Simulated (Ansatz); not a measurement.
# CdS (Hawleyite) (F-43m) in Ansatz: a series of runs

One crystal, CdS (Hawleyite), is run at these levels: HSE06 form with a typed share of exact exchange; tasks: single point.

Everything below comes from runs of Ansatz 0.2.0. Logs are shortened: lines on timing, memory, paths and dates and some standing lists are left out, and cuts for length are marked.

## Step 1: The structure

The structure is cubic, space group F-43m (No. 216). The conventional cell has a = 5.833 Å, b = 5.833 Å, c = 5.833 Å, α = 90.00°, β = 90.00°, γ = 90.00°. Cd (site symmetry -43m) has 4 S at 2.53 Å as nearest neighbours. Around S (site symmetry -43m) lie 4 Cd at 2.53 Å.

## Step 2: Single point, HSE06 form with a typed share of exact exchange

input.yaml

```yaml
crystal:
  lattice:
    - [0.0, 2.9165, 2.9165]
    - [2.9165, 0.0, 2.9165]
    - [2.9165, 2.9165, 0.0]
  atoms:
    - { symbol: Cd, position: [0.0, 0.0, 0.0] }
    - { symbol: S, position: [0.75, 0.75, 0.75] }
hamiltonian:
  xc: { exchange: pbe, correlation: pbe, exx: { coeff: 0.4, omega: 0.2 } }
  pseudopotentials: { kind: paw }
kpoints:
  mp_grid: { grid: [4, 4, 4] }
scf:
  occupations: { method: fermi_dirac, width: 0.05 }
output:
  forces: true
  stress: true
  eigenvalues: true
  write_density: true
  write_potential: true
  elf: true
  volumetric_format: npy
```

Potentials or basis: Ansatz PAW.

Started as:

```sh
ansatz run input.yaml --threads 2 --pin off --max-ram 5632MiB --backend cpu --events-out ev --progress --plain --runs-dir out
```

Standard output:

```text
Warning: output.stress: scf.convergence.dr2_threshold = 1e-7 eV (the SCF's general default) is looser than the 2e-10 eV advised for a printed stress (1e-10 eV for each atom of the cell: 2). What an SCF threshold leaves in a stress goes as its square root, and in the free energy as the threshold itself, and one threshold admits the most on a small cell: of the crystals measured, under no hybrid functional and no lock of the moments, on runs that ended without the residual-converged pass, on stresses that held no estimate of that error, the worst erred by over 100 MPa in a component at 1e-7 eV an atom and by under 5 at 1e-10. Set scf.convergence.dr2_threshold to 2e-10 eV or tighter. The threshold is an SCF's pass mark: one that does not reach it within its budget of iterations ends unconverged, or closes short of it on a stop that the run arms, and scf.convergence.dr2_threshold's page says what that costs each kind of run
Warning: output.stress: scf.exx.energy_threshold = 1e-6 eV is looser than the 2e-8 eV advised for a stress under a hybrid functional (1e-8 eV for each atom of the cell: 2). Every SCF of the exchange loop can meet its threshold on dr2 while the loop round them stops early: no threshold on dr2 bounds what that leaves in the stress. Set scf.exx.energy_threshold to 2e-8 eV or tighter. The threshold is the loop's pass mark: a loop that does not reach it within its budget of cycles ends unconverged, and scf.exx.energy_threshold's page has the law
Warning: RAYON_NUM_THREADS=2 ignored (pool sized by the plan → 2); use --threads N
Engine: ansatz 0.2.0, x86_64-unknown-linux-gnu
Pseudopotentials: kind: paw
Pseudopotential: Cd, paw, valence charge 20, recommended cutoff 420 eV (normal), Cd.paw.azcp
Pseudopotential: S, paw, valence charge 6, recommended cutoff 420 eV (normal), S.paw.azcp
Functional definition: unnamed
  parameter a_1 = 0.4
  parameter omega_1 = 0.2/angstrom
  exchange = pbe_x + (-a_1)*pbe_x_sr(omega_1) + a_1*exact_x_sr(omega_1)
  correlation = pbe_c
Crystal: 2 atoms, lattice volume = 49.615 Å³
Basis set: ecut = 420 eV, 941 PW (Γ), exchange–correlation on 60×60×60 points (8 copies of the dense FFT grid, shifted against one another)
Bands: 17, of which v1, the nominal top of the filled ones, is band 13 counted from 1 (12 counted from 0)
Symmetry: 24 space group operations
Space group: F-43m (ITA 216), of the structure as read, at distance tolerance 3.7e-5 Å
k-points: 8 of 64 (time reversal used)
Non-local potential: Cd, projectors of the file, l = 0: 3, l = 1: 2, l = 2: 2, l = 3: 1
Non-local potential: S, projectors of the file, l = 0: 2, l = 1: 2, l = 2: 2
PAW form: soft (Blöchl's): semilocal exchange-correlation on the pseudo side does not see the compensation charge
PAW frozen core: Cd, regenerated for the run's functional, and the local potential with it (the file was generated under x = pbe(κ = 0.804, μ = 0.2195149727645171), c = pbe(β = 0.06672455060314922))
PAW frozen core: S, regenerated for the run's functional, and the local potential with it (the file was generated under x = pbe(κ = 0.804, μ = 0.2195149727645171), c = pbe(β = 0.06672455060314922))
PAW one-centre angular grid: Cd, 590 points (default); XC on 64 Gauss nodes
PAW one-centre angular grid: S, 110 points (default); XC on 64 Gauss nodes
Initial density: superposition of atomic densities (neutral atoms: chi_scale 0, normalization atom), corrected by the library's trained network
Initial wavefunctions: pseudopotential atomic-orbital guess
Functional: x = pbe(κ = 0.804, μ = 0.2195149727645171), c = pbe(β = 0.06672455060314922), warm-up for x = pbe(κ = 0.804, μ = 0.2195149727645171) + 0.4 (exact − pbe) at short range (hse, ω = 0.2 Å⁻¹), c = pbe(β = 0.06672455060314922)
SCF iter   1: F=—  HF=-9157.770863 eV  |F-HF|=—  |Δ(HF+E_count)|=         —  Δρ=1.20e-3  dr2=4.02e-4  ethr=1.77e-3  ⟨swp⟩=9.0  Hψ=640  notcnv=0
preconditioner: auto → none  [insulator: Δε(μ)=1.130 eV  Ē_g=12.340 eV  σ=0.050 eV  W_gap=1.00  n_scr=14 (ndim 8)  ℏωp=22.4 eV  f_vac=0.128  D(μ)=0.00/eV (n_scr^D=0)]
SCF iter   2: F=-9157.770920 eV  HF=-9157.770905 eV  |F-HF|=1.43e-5  |Δ(HF+E_count)|=   4.23e-5  Δρ=3.52e-4  dr2=4.91e-5  ethr=1.55e-6  ⟨swp⟩=4.1  Hψ=413  notcnv=0  defer=1
SCF 1 stopped early in 2 iterations: F = -9157.770920 eV  dr2 = 4.91e-5
[... 29 lines left out ...]
preconditioner: auto → none  [insulator: Δε(μ)=2.878 eV  Ē_g=15.575 eV  σ=0.050 eV  W_gap=1.00  n_scr=14 (ndim 8)  ℏωp=22.4 eV  f_vac=0.140  D(μ)=0.00/eV (n_scr^D=0)]
SCF iter   2: F=-9164.864886 eV  HF=-9164.864886 eV  |F-HF|=3.71e-10  |Δ(HF+E_count)|=  9.17e-10  Δρ=1.49e-6  dr2=1.61e-9  ethr=1.95e-11  ⟨swp⟩=4.0  Hψ=352  notcnv=0
SCF 4 converged in 2 iterations: F = -9164.864886 eV  dr2 = 1.61e-9
  Residual-converged pass: ⟨swp⟩=2.0  Hψ=201  notcnv=0  max |occ|·‖R‖ = 2.3e-6 eV (tolerance 2.4e-6 eV)  dr2=1.61e-9  dr2_onsite=9.32e-11  max |Δocc| = 6.6e-23
hybrid outer 3: dexx = +7.374e-9 eV, tail = 3.74e-9 eV, Δε = 5.42e-4 eV (about 9.24e-5 eV left of the loop's levels), ΔF = 3.70e-17 eV/Å (tail 2.55e-17)
hybrid SCF converged: 3 outer / 12 inner (+2 warm-up), last move |dexx| = 7.37e-9 eV, tail = 3.74e-9 eV
Stability not checked: this state was not tested for a lower state beside it, because the functional holds exact exchange (a hybrid, or Hartree-Fock), whose exchange loop this test does not read (fock_operator; see scf.lower_state_search)
Free energy (F): -9164.864886 eV
Frozen-core exchange: fock
Harris-Foulkes:  -9164.864886 eV  (|F-HF|=3.71e-10)
Internal energy: -9164.864886 eV  (E = F + TS)
E sigma→0 (E₀):  -9164.864886 eV
Fermi energy:    7.306504 eV
--- Per-component energies (eV) ---
  E_band       = -609.202483
  E_kinetic    = 613.473793
  E_local      = -4018.772476  (includes V_loc(G=0)·N_el)
  E_nonlocal   = 63.263383
  E_hartree    = 1849.772899
  E_xc         = -185.636351
  E_vxc        = -207.235582  (∫ρ·V_xc dr)
  E_exx        = -160.415452  (= α·E_x^exact, valence–valence)
  E_paw        = -4620.469334  (= ΣΔE_a)
  E_vpaw       = -438.647913  (= ΣTr[D̂ρ^β])
  E_aug_tail   = 0.000016  (compensation charges beyond the density's cutoff)
  E_ewald      = -2704.981299
  E_core_change = -1.100064  (= ΣΔE_core)
  E_smearing   = -0.000000  (= −TS)
  E_closure    = -0.000000  (closes the sum)
  Σ components = -9164.864886   (vs F -9164.864886, Δ=1.82e-12)
--- Forces (eV/Å), atoms counted from 1 ---
  atom   1  Cd    -0.00000000    -0.00000000    -0.00000000
  atom   2  S      0.00000000    -0.00000000    -0.00000000
  max |Σ_I F_I| component: 7.40e-17 eV/Å
--- Stress (GPa, compression-positive) ---
        1.258151       0.000000      -0.000000
        0.000000       1.258151       0.000000
       -0.000000       0.000000       1.258151
  P = ⅓ Tr σ = 1.2582 GPa (12.582 kbar)
--- Band table (eV; the first three rows and the last of 8) ---
  k-point 0: bands = ["-103.4876", "-62.4260", "-62.4260", "-62.4260", "-8.3960", "-3.7493", "-3.7493", "-3.7493", "-3.2589", "-3.2589", "5.8399", "5.8399", "5.8399", "8.7181", "14.3175", "14.3175", "14.3175"]
  k-point 1: bands = ["-103.4877", "-62.4261", "-62.4261", "-62.4261", "-8.1635", "-3.6779", "-3.6779", "-3.4495", "-3.2558", "-3.2558", "3.1571", "5.4033", "5.4033", "10.4267", "14.0186", "14.8600", "14.8600"]
  k-point 2: bands = ["-103.4878", "-62.4261", "-62.4261", "-62.4261", "-7.9379", "-3.6263", "-3.6263", "-3.2274", "-3.2274", "-2.8116", "1.0059", "5.0095", "5.0095", "10.6924", "14.7445", "14.7445", "15.2694"]
  k-point 7: bands = ["-103.4876", "-62.4264", "-62.4260", "-62.4257", "-7.8029", "-3.5042", "-3.4989", "-3.3073", "-3.2493", "-2.5300", "1.6243", "3.3703", "3.3846", "12.9019", "13.4971", "15.0593", "15.6244"]
```

Wall time 8 s (2 threads of Intel Xeon 6975P-C (Granite Rapids), shared host); peak memory 0.68 GiB.

Results:

```
Free energy            : -9164.8649 eV
Pressure               : 1.3 GPa
Band gap on the k mesh : 2.88 eV, direct
```

Caveat: the k mesh is coarse (spacing up to 0.47 Å⁻¹), so the values aren't converged, least of all with exact exchange; the PAW data sets come from PBE, with cores solved anew for the run's functional, which leaves a small shift of forces and pressure; the thresholds are loose for stress.

## Step 3: Single point, HSE06 form with a typed share of exact exchange

Changes to input.yaml since step 2:

```diff
@@ -9,3 +9,3 @@
 hamiltonian:
-  xc: { exchange: pbe, correlation: pbe, exx: { coeff: 0.4, omega: 0.2 } }
+  xc: { exchange: pbe, correlation: pbe, exx: { coeff: 0.5, omega: 0.2 } }
   pseudopotentials: { kind: paw }
@@ -19,5 +19 @@
   eigenvalues: true
-  write_density: true
-  write_potential: true
-  elf: true
-  volumetric_format: npy
```

Potentials or basis: Ansatz PAW.

Started as:

```sh
ansatz run input.yaml --threads 2 --pin off --max-ram 5632MiB --backend cpu --events-out ev --progress --plain --runs-dir out
```

Wall time 8.4 s (2 threads of Intel Xeon 6975P-C (Granite Rapids), shared host); peak memory 0.68 GiB.

The run converged. Its results:

```
Free energy            : -9166.6885 eV
Pressure               : 0.9 GPa
Band gap on the k mesh : 3.35 eV, direct
```

Levels at points of the mesh, in eV from the valence-band top:
| k point | band 9 | band 10 | band 11 | band 12 | band 13 | band 14 | band 15 | band 16 | band 17 |
| --- | --- | --- | --- | --- | --- | --- | --- | --- | --- |
| (0.00, 0.00, 0.00) | -9.55 | -9.55 | 0.00 | 0.00 | 0.00 | 3.35 | 8.99 | 8.99 | 8.99 |
| (0.00, 0.00, -0.50) | -9.52 | -9.09 | -4.92 | -0.85 | -0.85 | 5.34 | 9.40 | 9.40 | 9.93 |
| (0.00, -0.50, -0.50) | -9.48 | -8.97 | -4.43 | -2.12 | -2.12 | 5.46 | 6.71 | 11.94 | 13.87 |

Caveat: the k mesh is coarse (spacing up to 0.47 Å⁻¹), so the values aren't converged, least of all with exact exchange; the PAW data sets come from PBE, with cores solved anew for the run's functional, which leaves a small shift of forces and pressure; the thresholds are loose for stress.
